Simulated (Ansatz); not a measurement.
# Al2ZnO4: the cell at several levels of theory

An exercise on one series of results from a longer session: the logs are not shown, and one member is left open.

Program: Ansatz 0.2.0. PAW datasets, plane waves, zero pressure. Computed at 0 K without zero-point motion; spin polarisation is off.

### The structure to begin with

Space group Fd-3m (No. 227), cubic; a = 8.085 Å in the conventional setting, 9.44 Å³ an atom. Around Al lie 6 O at 1.91 Å; around Zn lie 4 O at 1.95 Å; around O lie 3 Al at 1.91 Å and 1 Zn at 1.95 Å.

Coordinates:

```cif
data_structure
_symmetry_space_group_name_H-M 'Fd-3m:1'
_symmetry_Int_Tables_number 227
_cell_length_a 8.0854
_cell_length_b 8.0854
_cell_length_c 8.0854
_cell_angle_alpha 90.000
_cell_angle_beta 90.000
_cell_angle_gamma 90.000
_cell_volume 528.57
loop_
_atom_site_label
_atom_site_type_symbol
_atom_site_symmetry_multiplicity
_atom_site_Wyckoff_symbol
_atom_site_fract_x
_atom_site_fract_y
_atom_site_fract_z
_atom_site_occupancy
Al1 Al 16 d 0.12500 0.62500 0.12500 1
Zn1 Zn 8 a 0.25000 0.25000 0.25000 1
O1 O 32 e 0.38940 0.38940 0.38940 1
```

Set-up of the first run:

File input.yaml:

```yaml
crystal:
  lattice:
    - [0.0, 4.0427, 4.0427]
    - [4.0427, 0.0, 4.0427]
    - [4.0427, 4.0427, 0.0]
  atoms:
    - { symbol: Al, position: [0.125, 0.125, 0.125] }
    - { symbol: Al, position: [0.625, 0.125, 0.125] }
    - { symbol: Al, position: [0.125, 0.125, 0.625] }
    - { symbol: Al, position: [0.125, 0.625, 0.125] }
    - { symbol: Zn, position: [0.75, 0.75, 0.75] }
    - { symbol: Zn, position: [0.5, 0.5, 0.5] }
    - { symbol: O, position: [0.8894, 0.8894, 0.8894] }
    - { symbol: O, position: [0.9182, 0.3606, 0.3606] }
    - { symbol: O, position: [0.8894, 0.8894, 0.3318] }
    - { symbol: O, position: [0.3606, 0.9182, 0.3606] }
    - { symbol: O, position: [0.3318, 0.8894, 0.8894] }
    - { symbol: O, position: [0.3606, 0.3606, 0.3606] }
    - { symbol: O, position: [0.8894, 0.3318, 0.8894] }
    - { symbol: O, position: [0.3606, 0.3606, 0.9182] }
kpoints:
  mp_grid: { grid: [6, 6, 6] }
hamiltonian:
  xc: pbe
scf:
  occupations: { method: fermi_dirac, width: 0.02 }
relax:
  f_tol: 0.005
  cell: {}
```

The run is started by

```bash
$ ansatz run input.yaml --threads 8 --pin off --max-ram 20275MiB --backend cpu --events-out ev --progress --plain --runs-dir out
```

Among the steps run: PBE: cell and atoms; Relaxation with r2SCAN; Relaxation with PBEsol; Relaxation with LDA.

One of the session's tables, all rows but one given; the rest of the session is left out.

| level | a (Å) | volume (Å³/atom) |
| --- | --- | --- |
| PBE | 8.172 | 9.745 |
| r2SCAN | 8.079 | 9.415 |
| PBEsol | ? | ? |
| LDA | 8.006 | 9.162 |

Q: Estimate the row for PBEsol from the others.

As computed: a (Å): 8.091; volume (Å³/atom): 9.458. In the column «a (Å)» it lies between r2SCAN (8.079) and PBE (8.172).

The first relaxation changed the volume by +3.2 % from the start. The volume runs from LDA (least) to PBE (most), a spread of 6.4 %, or 2.1 % in length if all axes shared it alike.
